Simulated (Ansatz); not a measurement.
Crystal: AlN.

```
Al N
1.0
     0.00000    2.03452    2.03452
     2.03452    0.00000    2.03452
     2.03452    2.03452    0.00000
Al N
1 1
Cartesian
  2.0345 2.0345 2.0345
  0.0000 0.0000 0.0000
```

Measurements of this composition are mostly on another form, of space group No. 186.

| Item | Value |
| --- | --- |
| Program | Ansatz 0.2.0 |
| Task | relaxation of cell and atoms |
| Functional | RPBE |
| Dispersion | D3(BJ) |
| Potentials or basis | Ansatz PAW |
| Cutoff | 420 eV (not typed: the program's choice for these potentials) |
| k mesh | 11 × 11 × 11 |
| Occupations | fermi-dirac, width 0.05 eV |
| Spin | no spin polarisation |

At the start: volume 8.42 Å³/atom.

**Question.** How do energy, volume and symmetry change on relaxing?

**Answer.** It ends after 8 steps and the volume is 7.65 Å³/atom (-9.2 %); space group Fm-3m (No. 225, to 0.05 Å).

The path:
```
step  energy change (eV)  largest force (eV/Å)  volume (Å³)
   1              0.0000                0.0000        16.84
   2             -0.0984                0.0000        16.06
   3             -0.1341                0.0000        15.21
   4             -0.1345                0.0000        15.32
   5             -0.1345                0.0000        15.31
   6             -0.1315                0.0000        15.31
   7             -0.1316                0.0000        15.29
   8             -0.1316                0.0000        15.29
```

Final structure:
```
Al N
1.0
     0.00000    1.97011    1.97011
     1.97011    0.00000    1.97011
     1.97011    1.97011    0.00000
Al N
1 1
Direct
  0.50000 0.50000 0.50000
  0.00000 0.00000 0.00000
```

Caveat: the plane-wave basis is chosen anew once the cell has moved, so the energies of steps on either side of that aren't comparable; the pressure holds a Pulay correction of +0.6 GPa for the finite cutoff; the PAW data sets come from PBE, with cores solved anew for the run's functional, which leaves a small shift of forces and pressure.
